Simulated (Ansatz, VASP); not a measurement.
**Ge in VASP and in Ansatz**

```
CELL_PARAMETERS angstrom
-2.50624 2.50624 1.37451
2.50624 -2.50624 1.37451
2.50624 2.50624 -1.37451
ATOMIC_POSITIONS crystal
Ge 0.25000 0.75000 0.50000
Ge 0.50000 0.50000 0.00000
```

Alike in both runs: functional PBE; k mesh 18 × 18 × 18; occupations fermi-dirac, width 0.1 eV; no spin polarisation.

Ansatz relaxed the structure, and its values are those at the end. VASP's run is a single point on that final structure, the one shown.

```csv
,VASP,Ansatz
version,VASP 6.6.1,Ansatz 0.2.0
potentials or method,"VASP PAW PBE potentials, release 64 (Ge_d)","scalar-relativistic, plane waves, PAW"
plane-wave cutoff (eV),520,420
valence electrons in the cell,28,28
```

```csv
,VASP,Ansatz,Ansatz less VASP
gap on the k mesh at the Fermi level (eV),none,none,-
pressure (GPa),10.3,9.8,-0.46
```

A gap of «none» marks a metal or a gap that the smearing closes.
